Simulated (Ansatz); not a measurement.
La₂O₃ (started from an entry of an open crystallographic database), relaxed with r2SCAN. It is hexagonal, P6/mmm (No. 191); a = 6.355 Å, c = 3.279 Å in the conventional setting, 22.93 Å³ an atom. La has 6 O at 2.46 Å; O has 4 La at 2.46 Å.

The questions ask for values computed with the plane-wave code Ansatz on this geometry. No magnetic order and no zero-point or thermal motion.

Given (6×6×8 mesh): With r2SCAN the valence top lies at A and the conduction bottom at Γ, 1.92 eV higher; the smallest vertical gap, at Γ, is 2.42 eV.

Task: What does PBE give for the gap (6×6×8 mesh)?

Result: The PBE gap is indirect, 1.59 eV (A to Γ), below the direct gap of 2.06 eV at Γ. The gap differs by -0.33 eV from r2SCAN's.

Task: How does the gap change from r2SCAN to PBE+SOC (6×6×8)?

Result: With PBE+SOC the valence top lies at A and the conduction bottom at Γ, 1.56 eV higher; the smallest vertical gap, at Γ, is 2.03 eV. Spin-orbit coupling itself accounts for -0.02 eV. The gap differs by -0.36 eV from r2SCAN's.

Task: Order these levels by the gap that they give, smallest first.
A. HSE06
B. LDA
C. PBE0
D. r2SCAN
E. PBE

Result: B (1.45 eV), E (1.59 eV), D (1.92 eV), A (2.81 eV), C (3.56 eV).

Task: Relaxed again with PBEsol, is the cell stable at the zone centre, and where do its optical modes lie?

Result: All optical modes at Γ are real, from 72 to 565 cm⁻¹ without the longitudinal term; this says nothing of other wave vectors. The long-range field leaves the highest mode where it is.

Task: What do these levels agree on?

Result: r2SCAN covers 27 % of the step from PBE to HSE06. Spin-orbit coupling moves the least or the direct gap by up to 0.02 eV, so it can be left out where a tenth of an eV counts. Among these functionals the gap stays indirect.

Only the levels marked +SOC include spin-orbit coupling.

The meshes of the hybrids are coarse, so their gaps aren't converged to the digits shown.
